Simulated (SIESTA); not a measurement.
# VO2 under changes of volume

One of the cells (10.308 Å³/atom); the others are scaled copies at fixed shape and fractional positions:

```
V O
1.0
     4.50720    0.00000    0.00000
     0.00000    4.50720    0.00000
     0.00000    0.00000    3.04445
V O
2 4
Direct
  0.50000 0.50000 0.50000
  0.00000 0.00000 0.00000
  0.20036 0.79964 0.50000
  0.79964 0.20036 0.50000
  0.70036 0.70036 0.00000
  0.29964 0.29964 0.00000
```

The cell is a database's computed one.

| Property | Result |
| --- | --- |
| Program | SIESTA 5.4.2 |
| Functional | LDA |
| Potentials or basis | PseudoDojo 0.4 standard (LDA files) |
| Basis | DZP (energy shift 0.003 Ry; two zetas on semicore shells) |
| Grid cutoff | 800 Ry |
| Energy shift | 0.003 Ry |
| k mesh | 4 × 4 × 6 |
| Occupations | fermi-dirac, width 0.05 eV |
| Spin | collinear spin, ferromagnetic start |
| Starting moments | [2.0, 2.0, 0.0, 0.0, 0.0, 0.0] μB |

| volume (Å³/atom) | energy over the lowest point (meV/atom) | pressure (GPa) | largest force (eV/Å) |
| --- | --- | --- | --- |
| 9.689 | 0.00 | -6.4 | 0.290 |
| 9.896 | ? | ? | ? |
| 10.102 | 29.53 | -16.0 | 0.316 |
| 10.308 | 52.89 | -20.0 | 0.325 |
| 10.514 | 81.13 | -23.6 | 0.334 |
| 10.720 | 113.64 | -26.7 | 0.344 |
| 10.926 | 149.95 | -29.5 | 0.350 |

Task: What does the run at 9.896 Å³/atom give?

Result: Energy over the lowest point 11.68 meV/atom; pressure -11.5 GPa; largest force 0.301 eV/Å.

Worked out: A Birch-Murnaghan fit of order 3 (a polynomial in V^(-2/3)) to the other rows has its minimum at 9.46 Å³/atom, just outside them, with B0 = V·E''(V) = 288 GPa and B' = 4.7 at fixed shape and positions, which overstates the stiffness. It gives 11.67 meV/atom at 9.896 Å³/atom, against the run's 11.68, and -dE/dV = -11.6 GPa, against -11.5.

Energies are extrapolated to zero smearing.

Caveats: the basis of atomic orbitals isn't converged, which shifts pressures, moduli and gaps.
